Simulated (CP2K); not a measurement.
# N under changes of volume

One of the cells (22.292 Å³/atom); the others are scaled copies at fixed shape and fractional positions:

```
CELL_PARAMETERS angstrom
4.08406 0.00000 0.00000
0.00000 4.08406 0.00000
0.00000 0.00000 5.34591
ATOMIC_POSITIONS crystal
N 0.40428 0.59572 0.50000
N 0.09572 0.09572 0.00000
N 0.59572 0.40428 0.50000
N 0.90428 0.90428 0.00000
```

| Property | Result |
| --- | --- |
| Program | CP2K 2026.2 |
| Functional | PBE |
| Potentials or basis | POTENTIAL_UZH N GTH-PBE-q5; TZVP-MOLOPT-PBE-GTH basis |
| Density cutoff | 6123 eV |
| k mesh | 7 × 7 × 5 |
| Occupations | fermi-dirac, width 0.05 eV |
| Spin | no spin polarisation |

```tsv
volume (Å³/atom)	energy over the lowest point (meV/atom)	pressure (GPa)	gap on the mesh (eV)	largest force (eV/Å)
20.954	?	?	?	?
21.400	12.82	3.9	7.09	2.347
21.846	4.29	2.3	7.05	1.208
22.292	0.15	0.7	7.00	0.142
22.738	0.00	-0.6	6.95	0.858
23.184	3.49	-1.9	6.91	1.794
23.629	10.30	-3.0	6.86	2.673
```

**Question.** What does the run at 20.954 Å³/atom give?

**Answer.** Energy over the lowest point 26.15 meV/atom; pressure 5.7 GPa; gap on the mesh 7.14 eV; largest force 3.564 eV/Å.

Worked out: A Birch-Murnaghan fit of order 3 (a polynomial in V^(-2/3)) to the other rows has its minimum at 22.53 Å³/atom with B0 = V·E''(V) = 69 GPa and B' = 3.6 at fixed shape and positions, which overstates the stiffness. It gives 26.15 meV/atom at 20.954 Å³/atom, against the run's 26.15, and -dE/dV = 5.7 GPa, against 5.7. A straight line through the other rows of the gap, of slope -2.34 eV per unit of ln V, extrapolates to 7.14 eV, against the run's 7.14.

Energies are extrapolated to zero smearing.

Caveats: an odd mesh through Γ misses points on the zone boundary, where band edges often lie; the basis of atomic orbitals isn't converged, which shifts pressures, moduli and gaps; forces of over 1 eV/Å show positions far from the minimum, so gaps and moduli don't describe the material at rest (some runs).
